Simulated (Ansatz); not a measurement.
# Si in Cu(100), 2x2: scattering by a point defect, part 2 of 3

Wanted: the reflection from a plane of defects, Si in Cu(100), 2x2, and the resistivity it implies.

Ansatz 0.2.0; Ansatz plane-wave DFT, PBE, PAW files; ballistic transport by layer matching (Landauer), zero bias; PAW set soft_1 (the session's first sound run).

So far, resistivity per at.% scaled from this dense plane, with the factor 3/4 for isotropic scattering (µΩ cm): step 3 (resistance at ideal sites) 2.85.

## Step 4: Relaxing the neighbours

The neighbours of the defect are let go while the lead's layers stay on their sites, since a lead must repeat to 0.01 Å.

This step: Ansatz plane-wave DFT, PBE, PAW files; relaxation with the lead's layers held; PAW set soft_1 (Ansatz 0.2.0).

input.yaml reads:

```yaml
crystal:
  lattice:
    - [5.1123254594, 0.0, 0.0]
    - [0.0, 5.1123254594, 0.0]
    - [0.0, 0.0, 25.30472]
  atoms:
    - { symbol: Cu, position: [0.0, 0.0, 0.0357142857] }
    - { symbol: Cu, position: [0.0, 0.5, 0.0357142857] }
    - { symbol: Cu, position: [0.5, 0.0, 0.0357142857] }
    - { symbol: Cu, position: [0.5, 0.5, 0.0357142857] }
    - { symbol: Cu, position: [0.25, 0.25, 0.1071428571] }
    - { symbol: Cu, position: [0.25, 0.75, 0.1071428571] }
    - { symbol: Cu, position: [0.75, 0.25, 0.1071428571] }
    - { symbol: Cu, position: [0.75, 0.75, 0.1071428571] }
    - { symbol: Cu, position: [0.0, 0.0, 0.1785714286] }
    - { symbol: Cu, position: [0.0, 0.5, 0.1785714286] }
    - { symbol: Cu, position: [0.5, 0.0, 0.1785714286] }
    - { symbol: Cu, position: [0.5, 0.5, 0.1785714286] }
    - { symbol: Cu, position: [0.25, 0.25, 0.25] }
    - { symbol: Cu, position: [0.25, 0.75, 0.25] }
    - { symbol: Cu, position: [0.75, 0.25, 0.25] }
    - { symbol: Cu, position: [0.75, 0.75, 0.25] }
    - { symbol: Cu, position: [0.0, 0.0, 0.3214285714] }
    - { symbol: Cu, position: [0.0, 0.5, 0.3214285714] }
    - { symbol: Cu, position: [0.5, 0.0, 0.3214285714] }
    - { symbol: Cu, position: [0.5, 0.5, 0.3214285714] }
    - { symbol: Cu, position: [0.25, 0.25, 0.3928571429] }
    - { symbol: Cu, position: [0.25, 0.75, 0.3928571429] }
    - { symbol: Cu, position: [0.75, 0.25, 0.3928571429] }
    - { symbol: Cu, position: [0.75, 0.75, 0.3928571429] }
    - { symbol: Cu, position: [0.0, 0.0, 0.4642857143] }
    - { symbol: Cu, position: [0.0, 0.5, 0.4642857143] }
    - { symbol: Cu, position: [0.5, 0.0, 0.4642857143] }
    - { symbol: Cu, position: [0.5, 0.5, 0.4642857143] }
    - { symbol: Si, position: [0.25, 0.25, 0.5357142857] }
    - { symbol: Cu, position: [0.25, 0.75, 0.5357142857] }
    - { symbol: Cu, position: [0.75, 0.25, 0.5357142857] }
    - { symbol: Cu, position: [0.75, 0.75, 0.5357142857] }
    - { symbol: Cu, position: [0.0, 0.0, 0.6071428571] }
    - { symbol: Cu, position: [0.0, 0.5, 0.6071428571] }
    - { symbol: Cu, position: [0.5, 0.0, 0.6071428571] }
    - { symbol: Cu, position: [0.5, 0.5, 0.6071428571] }
    - { symbol: Cu, position: [0.25, 0.25, 0.6785714286] }
    - { symbol: Cu, position: [0.25, 0.75, 0.6785714286] }
    - { symbol: Cu, position: [0.75, 0.25, 0.6785714286] }
    - { symbol: Cu, position: [0.75, 0.75, 0.6785714286] }
    - { symbol: Cu, position: [0.0, 0.0, 0.75] }
    - { symbol: Cu, position: [0.0, 0.5, 0.75] }
    - { symbol: Cu, position: [0.5, 0.0, 0.75] }
    - { symbol: Cu, position: [0.5, 0.5, 0.75] }
    - { symbol: Cu, position: [0.25, 0.25, 0.8214285714] }
    - { symbol: Cu, position: [0.25, 0.75, 0.8214285714] }
    - { symbol: Cu, position: [0.75, 0.25, 0.8214285714] }
    - { symbol: Cu, position: [0.75, 0.75, 0.8214285714] }
    - { symbol: Cu, position: [0.0, 0.0, 0.8928571429] }
    - { symbol: Cu, position: [0.0, 0.5, 0.8928571429] }
    - { symbol: Cu, position: [0.5, 0.0, 0.8928571429] }
    - { symbol: Cu, position: [0.5, 0.5, 0.8928571429] }
    - { symbol: Cu, position: [0.25, 0.25, 0.9642857143] }
    - { symbol: Cu, position: [0.25, 0.75, 0.9642857143] }
    - { symbol: Cu, position: [0.75, 0.25, 0.9642857143] }
    - { symbol: Cu, position: [0.75, 0.75, 0.9642857143] }
kpoints:
  mp_grid: { grid: [4, 4, 1] }
hamiltonian:
  xc: pbe
  pseudopotentials: { kind: paw, azcp: { folder: soft_1 } }
scf:
  occupations: { method: fermi_dirac, width: 0.1 }
relax:
  f_tol: 0.03
  max_steps: 40
  constraints:
    - { sites: [0, 1, 2, 3, 4, 5, 6, 7, 8, 9, 10, 11, 12, 13, 14, 15, 40, 41, 42, 43, 44, 45, 46, 47, 48, 49, 50, 51, 52, 53, 54, 55] }
```

On the command line:

```console
$ ansatz run input.yaml --threads 4 --pin off --max-ram 15360MiB --backend cpu --events-out ev --progress --plain --runs-dir out
```

Numbers of over 12 decimals in the logs are rounded to 6 here.

What it wrote:

```text
Warning: crystal.symmetry: narrowed to the stabiliser of the relax constraints — unitary ops 16 → 8; lowered at sites 16, 17, 18, 19, 40, 41, 42, 43 (the operations that carried what is held of a site onto what its image site leaves free; the constrained walk keeps no symmetry that its constraints do not admit)
[...]
Crystal: 56 atoms, lattice volume = 661.361 Å³
Basis set: ecut = 420 eV, 12885 PW (Γ), exchange–correlation on 72×72×360 points (8 copies of the dense FFT grid, shifted against one another)
Bands: 630, of which v1, the nominal top of the filled ones, is band 525 counted from 1 (524 counted from 0)
Symmetry: 8 space group operations
k-points: 6 of 16
[...]
SCF iter   1: F=—  HF=-365072.936862 eV  |F-HF|=—  |Δ(HF+E_count)|=         —  Δρ=2.71e-1  dr2=2.93e2  ethr=3.10e-3  ⟨swp⟩=5.2  Hψ=12391  notcnv=0  defer=2
[...]
SCF iter  10: F=-365021.042819 eV  HF=-365021.042822 eV  |F-HF|=3.03e-6  |Δ(HF+E_count)|=   8.83e-6  Δρ=1.28e-5  dr2=4.11e-6  ethr=2.14e-9  ⟨swp⟩=1.5  Hψ=10234  notcnv=0
SCF 1 converged in 10 iterations: F = -365021.042819 eV  dr2 = 4.11e-6
[...]
relax step   1: F+E_penalty+E_count = -365021.04281922 eV  Δ(F+E_penalty+E_count) = +0.000e0 eV  max|allowed force component| = 1.749e-1 eV/Å  Δτ_max = 0.0000 Å  (10 SCF iters, dr2 threshold 2.25e-5 eV, accepted)
[...]
iter 1 solved again at ethr=1.17e-7 eV; its pass at ethr=3.10e-3 eV (dr2=1.23e-3 eV) is discarded
[...]
SCF iter   6: F=-365021.048115 eV  HF=-365021.048115 eV  |F-HF|=5.01e-7  |Δ(HF+E_count)|=   4.05e-8  Δρ=5.42e-6  dr2=5.04e-7  ethr=1.82e-10  ⟨swp⟩=3.0  Hψ=9046  notcnv=0
SCF 2 converged in 6 iterations: F = -365021.048115 eV  dr2 = 5.04e-7
relax step   2: F+E_penalty+E_count = -365021.04811450 eV  Δ(F+E_penalty+E_count) = -5.295e-3 eV  max|allowed force component| = 1.217e-1 eV/Å  Δτ_max = 0.0122 Å  (6 SCF iters, dr2 threshold 1.91e-6 eV, accepted)
SCF iter   1: F=—  HF=-365021.054449 eV  |F-HF|=—  |Δ(HF+E_count)|=         —  Δρ=1.31e-3  dr2=5.58e-3  ethr=5.07e-6  ⟨swp⟩=4.7  Hψ=7756  notcnv=0  defer=481
[...]
SCF iter   7: F=-365021.052795 eV  HF=-365021.052796 eV  |F-HF|=4.83e-7  |Δ(HF+E_count)|=   1.14e-7  Δρ=7.31e-6  dr2=3.72e-7  ethr=8.82e-11  ⟨swp⟩=3.0  Hψ=10019  notcnv=0
SCF 3 converged in 7 iterations: F = -365021.052795 eV  dr2 = 3.72e-7
relax step   3: F+E_penalty+E_count = -365021.05279550 eV  Δ(F+E_penalty+E_count) = -4.681e-3 eV  max|allowed force component| = 5.890e-3 eV/Å  Δτ_max = 0.0262 Å  (7 SCF iters, dr2 threshold 9.26e-7 eV, accepted)
[...]
SCF iter   6: F=-365021.052796 eV  HF=-365021.052796 eV  |F-HF|=1.92e-9  |Δ(HF+E_count)|=  5.82e-11  Δρ=4.42e-7  dr2=1.76e-9  ethr=1.00e-12  ⟨swp⟩=1.0  Hψ=9583  notcnv=0
SCF 4 converged in 6 iterations: F = -365021.052796 eV  dr2 = 1.76e-9
relax step   4: F+E_penalty+E_count = -365021.05279592 eV  Δ(F+E_penalty+E_count) = -4.216e-7 eV  max|allowed force component| = 5.862e-3 eV/Å  Δτ_max = 0.0000 Å  (6 SCF iters, accepted)
SCF converged after 6 iterations
Free energy (F): -365021.052796 eV
[...]
Internal energy: -365020.254351 eV  (E = F + TS)
E sigma→0 (E₀):  -365020.653573 eV
Entropy (-TS):   -0.798445 eV (-14.258 meV/atom)
Fermi energy:    16.363587 eV
[...]
--- Forces (eV/Å), atoms counted from 1 ---
  atom   1  Cu     0.01284422     0.01284422    -0.00008446
  atom   2  Cu     0.01284422    -0.01284422    -0.00008446
  atom   3  Cu    -0.01284422     0.01284422    -0.00008446
  atom   4  Cu    -0.01284422    -0.01284422    -0.00008446
  atom   5  Cu     0.00000000     0.00000000    -0.00105280
  atom   6  Cu    -0.00000000     0.00000000     0.00295916
  atom   7  Cu     0.00000000     0.00000000     0.00295916
  atom   8  Cu     0.00000000     0.00000000    -0.00117322
  atom   9  Cu     0.00369185     0.00369185     0.00536311
  atom  10  Cu     0.00369185    -0.00369185     0.00536311
  atom  11  Cu    -0.00369185     0.00369185     0.00536311
  atom  12  Cu    -0.00369185    -0.00369185     0.00536311
  atom  13  Cu    -0.00000000     0.00000000    -0.01065131
  atom  14  Cu     0.00000000     0.00000000    -0.01607718
  atom  15  Cu    -0.00000000     0.00000000    -0.01607718
  atom  16  Cu    -0.00000000     0.00000000    -0.04423356
  atom  17  Cu    -0.00086927    -0.00086927    -0.00033389
  atom  18  Cu    -0.00086927     0.00086927    -0.00033389
  atom  19  Cu     0.00086927    -0.00086927    -0.00033389
  atom  20  Cu     0.00086927     0.00086927    -0.00033389
  atom  21  Cu    -0.00000000     0.00000000     0.00144737
  atom  22  Cu     0.00000000     0.00000000    -0.00147899
  atom  23  Cu    -0.00000000     0.00000000    -0.00147899
  atom  24  Cu    -0.00000000     0.00000000     0.00024654
  atom  25  Cu     0.00059032     0.00059032     0.00100179
  atom  26  Cu     0.00059032    -0.00059032     0.00100179
  atom  27  Cu    -0.00059032     0.00059032     0.00100179
  atom  28  Cu    -0.00059032    -0.00059032     0.00100179
  atom  29  Si    -0.00000000     0.00000000     0.00046529
  atom  30  Cu     0.00000000     0.00000000     0.00019438
  atom  31  Cu     0.00000000     0.00000000     0.00019438
  atom  32  Cu     0.00000000     0.00000000    -0.00022929
  atom  33  Cu     0.00005029     0.00005029    -0.00046319
  atom  34  Cu     0.00005029    -0.00005029    -0.00046319
  atom  35  Cu    -0.00005029     0.00005029    -0.00046319
  atom  36  Cu    -0.00005029    -0.00005029    -0.00046319
  atom  37  Cu     0.00000000     0.00000000    -0.00586159
  atom  38  Cu    -0.00000000     0.00000000     0.00108816
  atom  39  Cu     0.00000000     0.00000000     0.00108816
  atom  40  Cu     0.00000000     0.00000000     0.00250633
[...]
atom  45  Cu     0.00000000     0.00000000     0.00192900
  atom  46  Cu     0.00000000     0.00000000    -0.00759770
  atom  47  Cu     0.00000000     0.00000000    -0.00759770
  atom  48  Cu     0.00000000     0.00000000     0.00518829
  atom  49  Cu     0.00356324     0.00356324    -0.00645257
  atom  50  Cu     0.00356324    -0.00356324    -0.00645257
  atom  51  Cu    -0.00356324     0.00356324    -0.00645257
  atom  52  Cu    -0.00356324    -0.00356324    -0.00645257
  atom  53  Cu     0.00000000     0.00000000     0.00091733
  atom  54  Cu    -0.00000000     0.00000000    -0.00293361
  atom  55  Cu    -0.00000000     0.00000000    -0.00293361
  atom  56  Cu     0.00000000     0.00000000     0.00142844
  max |Σ_I F_I| component: 3.45e-6 eV/Å
--- Relaxed structure (4 steps of the walk, 4 accepted, 0 SCFs on fresh bases) ---
  F+E_penalty+E_count = -365021.05279592 eV   max|allowed force component| = 5.862e-3 eV/Å
  atoms:
    - { symbol: Cu, position: [0.0, 0.0, 0.035714] }
    - { symbol: Cu, position: [0.0, 0.500000, 0.035714] }
    - { symbol: Cu, position: [0.500000, 0.0, 0.035714] }
    - { symbol: Cu, position: [0.500000, 0.500000, 0.035714] }
    - { symbol: Cu, position: [0.250000, 0.250000, 0.107143] }
    - { symbol: Cu, position: [0.250000, 0.750000, 0.107143] }
    - { symbol: Cu, position: [0.750000, 0.250000, 0.107143] }
    - { symbol: Cu, position: [0.750000, 0.750000, 0.107143] }
    - { symbol: Cu, position: [0.0, 0.0, 0.178571] }
    - { symbol: Cu, position: [0.0, 0.500000, 0.178571] }
    - { symbol: Cu, position: [0.500000, 0.0, 0.178571] }
    - { symbol: Cu, position: [0.500000, 0.500000, 0.178571] }
    - { symbol: Cu, position: [0.250000, 0.250000, 0.250000] }
    - { symbol: Cu, position: [0.250000, 0.750000, 0.250000] }
    - { symbol: Cu, position: [0.750000, 0.250000, 0.250000] }
    - { symbol: Cu, position: [0.750000, 0.750000, 0.250000] }
    - { symbol: Cu, position: [-0.000535564, -0.000535564, 0.321173] }
    - { symbol: Cu, position: [-0.000535564, 0.500536, 0.321173] }
    - { symbol: Cu, position: [0.500536, -0.000535564, 0.321173] }
    - { symbol: Cu, position: [0.500536, 0.500536, 0.321173] }
    - { symbol: Cu, position: [0.250000, 0.250000, 0.391342] }
    - { symbol: Cu, position: [0.250000, 0.750000, 0.392586] }
    - { symbol: Cu, position: [0.750000, 0.250000, 0.392586] }
    - { symbol: Cu, position: [0.750000, 0.750000, 0.393019] }
    - { symbol: Cu, position: [0.0016049, 0.0016049, 0.464105] }
    - { symbol: Cu, position: [0.0016049, 0.498395, 0.464105] }
    - { symbol: Cu, position: [0.498395, 0.0016049, 0.464105] }
    - { symbol: Cu, position: [0.498395, 0.498395, 0.464105] }
    - { symbol: Si, position: [0.250000, 0.250000, 0.535588] }
    - { symbol: Cu, position: [0.250000, 0.750000, 0.535583] }
    - { symbol: Cu, position: [0.750000, 0.250000, 0.535583] }
    - { symbol: Cu, position: [0.750000, 0.750000, 0.535577] }
    - { symbol: Cu, position: [0.00156237, 0.00156237, 0.607062] }
    - { symbol: Cu, position: [0.00156237, 0.498438, 0.607062] }
    - { symbol: Cu, position: [0.498438, 0.00156237, 0.607062] }
    - { symbol: Cu, position: [0.498438, 0.498438, 0.607062] }
    - { symbol: Cu, position: [0.250000, 0.250000, 0.679761] }
    - { symbol: Cu, position: [0.250000, 0.750000, 0.678592] }
    - { symbol: Cu, position: [0.750000, 0.250000, 0.678592] }
    - { symbol: Cu, position: [0.750000, 0.750000, 0.678234] }
    - { symbol: Cu, position: [0.0, 0.0, 0.750000] }
[...]
- { symbol: Cu, position: [0.250000, 0.250000, 0.821429] }
    - { symbol: Cu, position: [0.250000, 0.750000, 0.821429] }
    - { symbol: Cu, position: [0.750000, 0.250000, 0.821429] }
    - { symbol: Cu, position: [0.750000, 0.750000, 0.821429] }
    - { symbol: Cu, position: [0.0, 0.0, 0.892857] }
    - { symbol: Cu, position: [0.0, 0.500000, 0.892857] }
    - { symbol: Cu, position: [0.500000, 0.0, 0.892857] }
    - { symbol: Cu, position: [0.500000, 0.500000, 0.892857] }
    - { symbol: Cu, position: [0.250000, 0.250000, 0.964286] }
    - { symbol: Cu, position: [0.250000, 0.750000, 0.964286] }
    - { symbol: Cu, position: [0.750000, 0.250000, 0.964286] }
    - { symbol: Cu, position: [0.750000, 0.750000, 0.964286] }
```

Run time: 8.5 min. Hardware: 4 threads of Arm Neoverse V1, shared host; peak memory 6.6 GiB; 34 min of CPU time.

Step by step:

```
step  energy less that of the first step (eV)  largest force component (eV/Å)
   1                                   0.0000                          0.1749
   2                                  -0.0053                          0.1217
   3                                  -0.0100                          0.0059
   4                                  -0.0100                          0.0059
```

The atoms that moved most (Å):

```
atom      dx      dy      dz  length
Cu21   0.000   0.000  -0.038   0.038
Cu37   0.000   0.000   0.030   0.030
Cu28  -0.008  -0.008  -0.005   0.012
Cu26   0.008  -0.008  -0.005   0.012
Cu27  -0.008   0.008  -0.005   0.012
Cu25   0.008   0.008  -0.005   0.012
Cu36  -0.008  -0.008  -0.002   0.011
Cu35  -0.008   0.008  -0.002   0.011
```

Numbers from this step:

| Property | Result |
| --- | --- |
| free energy | -365021.0528 eV |
| energy at zero smearing | -365020.6536 eV |

The largest force component on a free atom ends at 0.0059 eV/Å, under the tolerance of 0.03, after 4 steps.

(Part 2 of 3 ends here.)

[Logs are printed without paths, hosts, clocks, repeated set-up lines and the standing remarks that a program may print on its own settings, such as how far it seeks lower states.]

[Hosts, paths, dates, database ids (printed as entryN), source tags and the programs' standing remarks are cut or masked in the printed files.]
